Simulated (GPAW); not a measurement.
Runs of GPAW 26.7.0 on PtSe2 (Sudovikovite). Symmetry: P-3m1, No. 164, trigonal system. Conventional cell: a = 3.724 Å, b = 3.724 Å, c = 5.062 Å, α = 90.00°, β = 90.00°, γ = 120.00°. Around Pt (site symmetry -3m) lie 6 Se at 2.49 Å. Around Se (site symmetry 3m) lie 3 Pt at 2.49 Å. 

```csv
task,level,potentials or basis,spin,cell,band path,band points,spin axis theta (degrees),spin axis phi (degrees),eigensolver,pressure (GPa),largest force (eV/Å)
band structure,MS2,"GPAW PAW data sets (gpaw-data 1.2.1), pw","SOC, no magnetisation",as given,"GMKGALHA,LM,KH",60,90,45,-,2.5,(a)
band structure,BP86,"PAW data sets generated in the run's folder for this functional, pw","SOC, no magnetisation",as given,"GMKGALHA,LM,KH",80,90,45,-,8.2,(b)
relaxation of cell and atoms,BLYP,"PAW data sets generated in the run's folder for this functional, pw",off,relaxed,-,-,-,-,davidson,0.0,-
band structure,mBEEF,"GPAW PAW data sets (gpaw-data 1.2.1), pw","SOC, no magnetisation",as given,"GMKGALHA,LM,KH",80,0,0,-,1.8,0.25
```

Alike in all rows: k mesh 6 × 6 × 4; cutoff (eV) 600; smearing fermi-dirac 0.05 eV.

Q: Estimate the missing entries.

A: (a) 0.16; (b) 0.67.

Caveats: spin-orbit coupling was added after a scalar SCF, so levels and gaps hold it while energy, forces, pressure and moments don't (some runs); the PAW data sets were made with another functional, which shifts forces and pressure a little (some runs); later steps reuse the first step's grids (some runs).

Runs at the PBE level aren't shown here.
